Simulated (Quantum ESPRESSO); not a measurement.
# HgTe (Coloradoite) (F-43m) in Quantum ESPRESSO: a series of runs

The runs below take HgTe (Coloradoite) through single point, equation of state, with PBEsol.

Program: Quantum ESPRESSO 7.5. These are calculated values, not measurements. Logs are shortened: lines on timing, memory, paths and dates and some standing lists are left out, and cuts for length are marked.

**The experiment to reproduce.**

From a printed reference work, monograph, for a bulk crystal of HgTe: bulk modulus 43 GPa.

The runs below are set against these values where they give the same quantity.

**1. The crystal as given**

It takes space group F-43m (No. 216, cubic). Conventional cell: a = 6.429 Å, b = 6.429 Å, c = 6.429 Å, α = 90.00°, β = 90.00°, γ = 90.00°. Around Hg (site symmetry -43m) lie 4 Te at 2.78 Å. Around Te (site symmetry -43m) lie 4 Hg at 2.78 Å.

**2. Single point, PBEsol, 31.22 Å³/atom**

Contents of pw.in:

```
&CONTROL
  calculation = 'scf'
  prefix = 'pwscf'
  outdir = './tmp'
  pseudo_dir = './pseudo'
  tstress = .true.
  disk_io = 'nowf'
/
&SYSTEM
  ibrav = 0
  nat = 2
  ntyp = 2
  ecutwfc = 45
  ecutrho = 360
  nbnd = 15
  occupations = 'smearing'
  smearing = 'fd'
  degauss = 0.00367493
/
&ELECTRONS
  conv_thr = 4d-10
  electron_maxstep = 120
  mixing_beta = 0.5
/
ATOMIC_SPECIES
Hg   200.5920 hg_pbesol_v1.uspp.F.UPF
Te   127.6000 te_pbesol_v1.uspp.F.UPF
CELL_PARAMETERS angstrom
   0.0000000000    3.1488795465    3.1488795465
   3.1488795465    0.0000000000    3.1488795465
   3.1488795465    3.1488795465    0.0000000000
ATOMIC_POSITIONS crystal
Hg     0.0000000000    0.0000000000    0.0000000000
Te     0.7500000000    0.7500000000    0.7500000000
K_POINTS automatic
7 7 7 0 0 0
```

Potentials or basis: GBRV 1.5 PBEsol.

Started as:

```sh
> OMP_NUM_THREADS=1 mpirun -n 2 pw.x -nk 2 -in pw.in > pw.out
```

pw.out:

```text
This program is part of the open-source Quantum ESPRESSO suite
     for quantum simulation of materials; please cite
         "P. Giannozzi et al., J. Phys.:Condens. Matter 21 395502 (2009);
         "P. Giannozzi et al., J. Phys.:Condens. Matter 29 465901 (2017);
         "P. Giannozzi et al., J. Chem. Phys. 152 154105 (2020);
     in publications or presentations arising from this work. More details at

     Message from routine setup:
     using ibrav=0 with symmetry is DISCOURAGED, use correct ibrav instead

     K-points division:     npool     =       2
     Subspace diagonalization in iterative solution of the eigenvalue problem:
     a serial algorithm will be used

     G-vector sticks info
     --------------------
     sticks:   dense  smooth     PW     G-vecs:    dense   smooth      PW
     Sum        1765     871    253                48671    17153    2741

     Using Slab Decomposition

     bravais-lattice index     =            0
     lattice parameter (alat)  =       8.4153  a.u.
     unit-cell volume          =     421.4002 (a.u.)^3
     number of atoms/cell      =            2
     number of atomic types    =            2
     number of electrons       =        18.00
     number of Kohn-Sham states=           15
     kinetic-energy cutoff     =      45.0000  Ry
     charge density cutoff     =     360.0000  Ry
     scf convergence threshold =      4.0E-10
     mixing beta               =       0.5000
     number of iterations used =            8  plain     mixing
     Exchange-correlation= SLA  PW   PSX  PSC
                           (   1   4  10   8   0   0   0)

     celldm(1)=   8.415306  celldm(2)=   0.000000  celldm(3)=   0.000000
     celldm(4)=   0.000000  celldm(5)=   0.000000  celldm(6)=   0.000000

     crystal axes: (cart. coord. in units of alat)
               a(1) = (   0.000000   0.707107   0.707107 )
               a(2) = (   0.707107   0.000000   0.707107 )
               a(3) = (   0.707107   0.707107   0.000000 )

     reciprocal axes: (cart. coord. in units 2 pi/alat)
               b(1) = ( -0.707107  0.707107  0.707107 )
               b(2) = (  0.707107 -0.707107  0.707107 )
               b(3) = (  0.707107  0.707107 -0.707107 )

     PseudoPot. # 1 for Hg read from file:
     hg_pbesol_v1.uspp.F.UPF
     Pseudo is Ultrasoft + core correction, Zval = 12.0
     Generated by new atomic code, or converted to UPF format
     Using radial grid of  985 points,  6 beta functions with:
                l(1) =   0
                l(2) =   0
                l(3) =   1
                l(4) =   1
                l(5) =   2
                l(6) =   2
     Q(r) pseudized with  8 coefficients,  rinner =    2.000   2.000   2.000
                                                       2.000   2.000

     PseudoPot. # 2 for Te read from file:
     te_pbesol_v1.uspp.F.UPF
     Pseudo is Ultrasoft + core correction, Zval =  6.0
     Generated by new atomic code, or converted to UPF format
     Using radial grid of  891 points,  5 beta functions with:
                l(1) =   0
                l(2) =   0
                l(3) =   1
                l(4) =   1
                l(5) =   2
     Q(r) pseudized with  6 coefficients,  rinner =    1.800   1.800   1.800
                                                       1.800   1.800

     atomic species   valence    mass     pseudopotential
     Hg               12.00   200.59200     Hg( 1.00)
     Te                6.00   127.60000     Te( 1.00)

     24 Sym. Ops. (no inversion) found

   Cartesian axes

     site n.     atom                  positions (alat units)
         1        Hg     tau(   1) = (   0.0000000   0.0000000   0.0000000  )
         2        Te     tau(   2) = (   1.0606602   1.0606602   1.0606602  )

     number of k points=    20  Fermi-Dirac smearing, width (Ry)=  0.0037
                       cart. coord. in units 2pi/alat
        k(    1) = (   0.0000000   0.0000000   0.0000000), wk =   0.0058309
        k(    2) = (   0.1010153   0.1010153  -0.1010153), wk =   0.0466472
        k(    3) = (   0.2020305   0.2020305  -0.2020305), wk =   0.0466472
        k(    4) = (   0.3030458   0.3030458  -0.3030458), wk =   0.0466472
        k(    5) = (   0.2020305   0.0000000  -0.0000000), wk =   0.0349854
        k(    6) = (   0.3030458   0.1010153  -0.1010153), wk =   0.1399417
        k(    7) = (   0.4040610   0.2020305  -0.2020305), wk =   0.1399417
        k(    8) = (  -0.2020305  -0.4040610   0.4040610), wk =   0.1399417
        k(    9) = (  -0.1010153  -0.3030458   0.3030458), wk =   0.1399417
        k(   10) = (  -0.0000000  -0.2020305   0.2020305), wk =   0.0699708
        k(   11) = (   0.4040610   0.0000000  -0.0000000), wk =   0.0349854
        k(   12) = (   0.5050763   0.1010153  -0.1010153), wk =   0.1399417
        k(   13) = (  -0.1010153  -0.5050763   0.5050763), wk =   0.1399417
        k(   14) = (  -0.0000000  -0.4040610   0.4040610), wk =   0.0699708
        k(   15) = (   0.6060915  -0.0000000   0.0000000), wk =   0.0349854
        k(   16) = (  -0.0000000  -0.6060915   0.6060915), wk =   0.0699708
        k(   17) = (   0.4040610   0.2020305   0.0000000), wk =   0.1399417
        k(   18) = (  -0.2020305  -0.4040610   0.6060915), wk =   0.2798834
        k(   19) = (  -0.1010153  -0.5050763   0.7071068), wk =   0.1399417
        k(   20) = (  -0.0000000  -0.4040610   0.6060915), wk =   0.1399417

     Dense  grid:    48671 G-vectors     FFT dimensions: (  54,  54,  54)

     Smooth grid:    17153 G-vectors     FFT dimensions: (  36,  36,  36)

     Initial potential from superposition of free atoms

     starting charge      17.9997, renormalised to      18.0000
     Starting wfcs are   13 randomized atomic wfcs +    2 random wfcs

     Self-consistent Calculation

     iteration #  1     ecut=    45.00 Ry     beta= 0.50
     Davidson diagonalization with overlap
     ethr =  1.00E-02,  avg # of iterations =  5.5

     Threshold (ethr) on eigenvalues was too large:
     Diagonalizing with lowered threshold

     Davidson diagonalization with overlap
     ethr =  3.09E-04,  avg # of iterations =  3.3

     total energy              =    -133.95223265 Ry
     estimated scf accuracy    <       0.05280612 Ry

     iteration #  2     ecut=    45.00 Ry     beta= 0.50
     Davidson diagonalization with overlap
     ethr =  2.93E-04,  avg # of iterations =  2.0

     total energy              =    -133.96512162 Ry
     estimated scf accuracy    <       0.01335539 Ry

     iteration #  3     ecut=    45.00 Ry     beta= 0.50
     Davidson diagonalization with overlap
     ethr =  7.42E-05,  avg # of iterations =  2.3

     total energy              =    -133.96725829 Ry
     estimated scf accuracy    <       0.00099890 Ry

     iteration #  4     ecut=    45.00 Ry     beta= 0.50
     Davidson diagonalization with overlap
     ethr =  5.55E-06,  avg # of iterations =  5.8

     total energy              =    -133.96731070 Ry
     estimated scf accuracy    <       0.00005586 Ry

     iteration #  5     ecut=    45.00 Ry     beta= 0.50
     Davidson diagonalization with overlap
     ethr =  3.10E-07,  avg # of iterations =  3.6

     total energy              =    -133.96733240 Ry
     estimated scf accuracy    <       0.00000267 Ry

     iteration #  6     ecut=    45.00 Ry     beta= 0.50
     Davidson diagonalization with overlap
     ethr =  1.48E-08,  avg # of iterations =  3.2

     total energy              =    -133.96733348 Ry
     estimated scf accuracy    <       0.00000084 Ry

     iteration #  7     ecut=    45.00 Ry     beta= 0.50
     Davidson diagonalization with overlap
     ethr =  4.69E-09,  avg # of iterations =  2.0

     total energy              =    -133.96733374 Ry
     estimated scf accuracy    <       0.00000006 Ry

     iteration #  8     ecut=    45.00 Ry     beta= 0.50
     Davidson diagonalization with overlap
     ethr =  3.57E-10,  avg # of iterations =  2.5

     End of self-consistent calculation

          k = 0.0000 0.0000 0.0000 (  2109 PWs)   bands (ev):

    -5.5319  -0.7233  -0.7233  -0.7233  -0.0851  -0.0851   6.4921   7.1319
     7.1319   7.1319  11.1105  11.1105  11.1105  13.5919  16.8947

          k = 0.1010 0.1010-0.1010 (  2133 PWs)   bands (ev):

    -5.4143  -0.6901  -0.6901  -0.6883  -0.0875  -0.0875   4.9787   6.8616
     6.8616   7.8838  11.1334  11.4537  11.4537  14.7811  15.8227

          k = 0.2020 0.2020-0.2020 (  2142 PWs)   bands (ev):

    -5.1319  -0.6235  -0.6235  -0.4954  -0.0795  -0.0795   3.0394   6.3558
     6.3558   7.9021  11.9234  11.9234  12.3892  14.7456  15.7778

          k = 0.3030 0.3030-0.3030 (  2129 PWs)   bands (ev):

    -4.8855  -0.5818  -0.5818  -0.0551  -0.0551   0.0323   1.4179   6.0074
     6.0074   7.7455  12.0069  12.0069  13.7884  14.8364  16.9399

          k = 0.2020 0.0000-0.0000 (  2137 PWs)   bands (ev):

    -5.3747  -0.7195  -0.6576  -0.6576  -0.1105  -0.0672   4.9304   6.4343
     6.4343   8.5760  10.2226  12.0093  12.0093  14.5190  15.3536

          k = 0.3030 0.1010-0.1010 (  2141 PWs)   bands (ev):

    -5.1451  -0.6598  -0.5835  -0.5484  -0.1129  -0.0512   3.5181   5.8322
     5.8993   8.9276  10.4902  12.4319  12.6729  14.6075  16.3187

          k = 0.4041 0.2020-0.2020 (  2138 PWs)   bands (ev):

    -4.8809  -0.5830  -0.5327  -0.2489  -0.0393  -0.0006   1.9201   5.2156
     5.6198   8.8155  11.2987  12.7272  12.9920  15.5968  16.5461

          k =-0.2020-0.4041 0.4041 (  2152 PWs)   bands (ev):

    -4.7952  -0.5593  -0.5322  -0.0956  -0.0602   0.2693   1.2010   4.8718
     5.7437   8.7396  11.5120  12.4756  14.0456  15.5904  16.7364

          k =-0.1010-0.3030 0.3030 (  2153 PWs)   bands (ev):

    -4.9640  -0.5784  -0.5733  -0.3398  -0.1008  -0.0280   2.4251   4.9766
     6.2122   8.7873  11.7287  12.1640  12.6360  15.2861  15.9818

          k =-0.0000-0.2020 0.2020 (  2137 PWs)   bands (ev):

    -5.2403  -0.6514  -0.6409  -0.6018  -0.1081  -0.0642   3.9548   5.7032
     6.7411   8.5869  11.1184  11.6444  12.1915  14.9922  15.8653

          k = 0.4041 0.0000-0.0000 (  2149 PWs)   bands (ev):

    -4.9934  -0.6566  -0.4902  -0.4902  -0.1107  -0.0267   3.1362   5.3054
     5.3054   9.0095   9.8254  13.8239  13.8239  13.8796  17.1598

          k = 0.5051 0.1010-0.1010 (  2135 PWs)   bands (ev):

    -4.7809  -0.5712  -0.4193  -0.3701  -0.0159   0.0533   2.0993   4.5872
     4.9839   9.1741  10.1711  13.3200  14.2557  15.9159  17.6473

          k =-0.1010-0.5051 0.5051 (  2152 PWs)   bands (ev):

    -4.6729  -0.5259  -0.4176  -0.2056  -0.0454   0.4257   1.2678   3.9025
     5.1127   9.2812  11.2908  13.5537  13.8125  15.4566  16.9653

          k =-0.0000-0.4041 0.4041 (  2153 PWs)   bands (ev):

    -4.7580  -0.5305  -0.4844  -0.1408  -0.0915   0.1236   1.7471   3.8905
     5.6274   9.3717  11.6531  13.0522  13.2329  15.6165  15.7158

          k = 0.6061-0.0000 0.0000 (  2156 PWs)   bands (ev):

    -4.6567  -0.5787  -0.3293  -0.3293   0.0061   0.2394   1.5771   4.5714
     4.5714   8.8545   9.4024  15.1551  15.8410  15.8410  17.3637

          k =-0.0000-0.6061 0.6061 (  2151 PWs)   bands (ev):

    -4.6083  -0.5374  -0.3279  -0.2932  -0.0088   0.5448   1.1371   4.0825
     4.6235   9.0801   9.9626  14.6745  15.3381  16.0330  17.5823

          k = 0.4041 0.2020 0.0000 (  2136 PWs)   bands (ev):

    -4.9212  -0.5825  -0.5178  -0.3989  -0.0790  -0.0201   2.6002   4.6760
     5.6416   9.4744  10.6808  12.1044  13.7080  15.0180  17.6503

          k =-0.2020-0.4041 0.6061 (  2153 PWs)   bands (ev):

    -4.7317  -0.5203  -0.4772  -0.1865  -0.0619   0.2366   1.5271   4.1553
     5.2115   9.6467  11.3029  12.3060  14.2867  15.2925  17.1818

          k =-0.1010-0.5051 0.7071 (  2164 PWs)   bands (ev):

    -4.6476  -0.5085  -0.3940  -0.2727  -0.0323   0.3737   1.4246   4.1589
     4.5170   9.6691  10.3374  13.1622  14.8710  16.1777  18.1079

          k =-0.0000-0.4041 0.6061 (  2168 PWs)   bands (ev):

    -4.6264  -0.4838  -0.4051  -0.1703  -0.0981   0.5754   1.1543   3.7803
     4.6122   9.9787  11.4242  12.7534  13.5894  16.1182  17.4046

     the Fermi energy is     7.1693 ev

!    total energy              =    -133.96733376 Ry
     estimated scf accuracy    <          2.2E-10 Ry
     smearing contrib. (-TS)   =      -0.00004605 Ry
     internal energy E=F+TS    =    -133.96728771 Ry

     The total energy is F=E-TS. E is the sum of the following terms:
     one-electron contribution =     -29.71368151 Ry
     hartree contribution      =      27.96870020 Ry
     xc contribution           =     -53.17426000 Ry
     ewald contribution        =     -79.04804640 Ry

     convergence has been achieved in   8 iterations

     Computing stress (Cartesian axis) and pressure

          total   stress  (Ry/bohr**3)                   (kbar)     P=       60.56
   0.00041171   0.00000000  -0.00000000           60.56        0.00       -0.00
   0.00000000   0.00041171  -0.00000000            0.00       60.56       -0.00
  -0.00000000  -0.00000000   0.00041171           -0.00       -0.00       60.56

=------------------------------------------------------------------------------=
   JOB DONE.
=------------------------------------------------------------------------------=
```

Run time: 21 s. Hardware: 2 MPI ranks of AMD EPYC, shared host; peak memory 0.3 GiB.

What came out:

```yaml
Free_energy: -1822.7184 eV
Pressure: 6.1 GPa
Band_gap_on_the_k_mesh: none (metal or under the smearing width)
```

**3. Single point, PBEsol, 31.89 Å³/atom**

pw.in: that of step 2 with these lines changed.

```diff
@@ -28,5 +28,5 @@
 CELL_PARAMETERS angstrom
-   0.0000000000    3.1488795465    3.1488795465
-   3.1488795465    0.0000000000    3.1488795465
-   3.1488795465    3.1488795465    0.0000000000
+   0.0000000000    3.1710554852    3.1710554852
+   3.1710554852    0.0000000000    3.1710554852
+   3.1710554852    3.1710554852    0.0000000000
 ATOMIC_POSITIONS crystal
```

Potentials or basis: GBRV 1.5 PBEsol.

Started as:

```sh
> OMP_NUM_THREADS=1 mpirun -n 2 pw.x -nk 2 -in pw.in > pw.out
```

Run time: 25 s. Hardware: 2 MPI ranks of AMD EPYC, shared host; peak memory 0.3 GiB.

Results (log left out):

| Property | Result |
| --- | --- |
| Free energy | -1822.7626 eV |
| Pressure | 4.6 GPa |
| Band gap on the k mesh | none (metal or under the smearing width) |

**4. Single point, PBEsol, 32.55 Å³/atom**

pw.in: that of step 3 with these lines changed.

```diff
@@ -28,5 +28,5 @@
 CELL_PARAMETERS angstrom
-   0.0000000000    3.1710554852    3.1710554852
-   3.1710554852    0.0000000000    3.1710554852
-   3.1710554852    3.1710554852    0.0000000000
+   0.0000000000    3.1929255244    3.1929255244
+   3.1929255244    0.0000000000    3.1929255244
+   3.1929255244    3.1929255244    0.0000000000
 ATOMIC_POSITIONS crystal
```

Started as:

```sh
> OMP_NUM_THREADS=1 mpirun -n 2 pw.x -nk 2 -in pw.in > pw.out
```

Run time: 26 s. Hardware: 2 MPI ranks of AMD EPYC, shared host; peak memory 0.3 GiB.

Results (log left out):

```yaml
Free_energy: -1822.7955 eV
Pressure: 3.3 GPa
Band_gap_on_the_k_mesh: none (metal or under the smearing width)
```

**5. Single point, PBEsol, 33.22 Å³/atom**

pw.in: that of step 4 with these lines changed.

```diff
@@ -28,5 +28,5 @@
 CELL_PARAMETERS angstrom
-   0.0000000000    3.1929255244    3.1929255244
-   3.1929255244    0.0000000000    3.1929255244
-   3.1929255244    3.1929255244    0.0000000000
+   0.0000000000    3.2145000000    3.2145000000
+   3.2145000000    0.0000000000    3.2145000000
+   3.2145000000    3.2145000000    0.0000000000
 ATOMIC_POSITIONS crystal
```

Started as:

```sh
> OMP_NUM_THREADS=1 mpirun -n 2 pw.x -nk 2 -in pw.in > pw.out
```

Run time: 28 s. Hardware: 2 MPI ranks of AMD EPYC, shared host; peak memory 0.3 GiB.

It converged, with:

| Item | Value |
| --- | --- |
| Free energy | -1822.8184 eV |
| Pressure | 2.2 GPa |
| Band gap on the k mesh | none (metal or under the smearing width) |

**6. Single point, PBEsol, 33.88 Å³/atom**

pw.in: that of step 5 with these lines changed.

```diff
@@ -28,5 +28,5 @@
 CELL_PARAMETERS angstrom
-   0.0000000000    3.2145000000    3.2145000000
-   3.2145000000    0.0000000000    3.2145000000
-   3.2145000000    3.2145000000    0.0000000000
+   0.0000000000    3.2357886999    3.2357886999
+   3.2357886999    0.0000000000    3.2357886999
+   3.2357886999    3.2357886999    0.0000000000
 ATOMIC_POSITIONS crystal
```

Potentials or basis: GBRV 1.5 PBEsol.

Started as:

```sh
> OMP_NUM_THREADS=1 mpirun -n 2 pw.x -nk 2 -in pw.in > pw.out
```

Run time: 29 s. Hardware: 2 MPI ranks of AMD EPYC, shared host; peak memory 0.3 GiB.

The run converged. Its results:

```
Free energy            : -1822.8323 eV
Pressure               : 1.2 GPa
Band gap on the k mesh : none (metal or under the smearing width)
```

**7. Single point, PBEsol, 34.54 Å³/atom**

pw.in: that of step 6 with these lines changed.

```diff
@@ -28,5 +28,5 @@
 CELL_PARAMETERS angstrom
-   0.0000000000    3.2357886999    3.2357886999
-   3.2357886999    0.0000000000    3.2357886999
-   3.2357886999    3.2357886999    0.0000000000
+   0.0000000000    3.2568009036    3.2568009036
+   3.2568009036    0.0000000000    3.2568009036
+   3.2568009036    3.2568009036    0.0000000000
 ATOMIC_POSITIONS crystal
```

Started as:

```sh
> OMP_NUM_THREADS=1 mpirun -n 2 pw.x -nk 2 -in pw.in > pw.out
```

Run time: 31 s. Hardware: 2 MPI ranks of AMD EPYC, shared host; peak memory 0.32 GiB.

It converged, with:

```
Free energy            : -1822.8384 eV
Pressure               : 0.3 GPa
Band gap on the k mesh : none (metal or under the smearing width)
```

**8. Single point, PBEsol, 35.21 Å³/atom**

pw.in: that of step 7 with these lines changed.

```diff
@@ -28,5 +28,5 @@
 CELL_PARAMETERS angstrom
-   0.0000000000    3.2568009036    3.2568009036
-   3.2568009036    0.0000000000    3.2568009036
-   3.2568009036    3.2568009036    0.0000000000
+   0.0000000000    3.2775454177    3.2775454177
+   3.2775454177    0.0000000000    3.2775454177
+   3.2775454177    3.2775454177    0.0000000000
 ATOMIC_POSITIONS crystal
```

Started as:

```sh
> OMP_NUM_THREADS=1 mpirun -n 2 pw.x -nk 2 -in pw.in > pw.out
```

It took 27 s on 2 MPI ranks of AMD EPYC, shared host; peak memory 0.32 GiB.

Results (log left out):

- Free energy: -1822.8375 eV
- Pressure: -0.5 GPa
- Band gap on the k mesh: none (metal or under the smearing width)

**9. Equation of state, PBEsol**

Potentials or basis: GBRV 1.5 PBEsol.

This step only gathers the single runs of the series.

What came out:

```yaml
Equilibrium_volume: 34.78 Å³/atom
Bulk_modulus: 42 GPa
Pressure_derivative_of_the_bulk_modulus: 5.2
```

Energy against volume, from the lowest point:
```
volume (Å³/atom)  energy (meV/atom)
          31.223              59.99
          31.887              37.91
          32.551              21.47
          33.215              10.03
          33.880               3.04
          34.544               0.00
          35.208               0.46
```

The run has no spin-orbit coupling, so splittings on Hg, Te are missing.

**10. Comparison with measurements**

Step 9. A measured bulk modulus of HgTe is 43 GPa (a printed reference work, monograph); the calculated 42 GPa misses it by -1.6 %. The fit is for a static lattice scaled at fixed shape and fixed fractional positions.
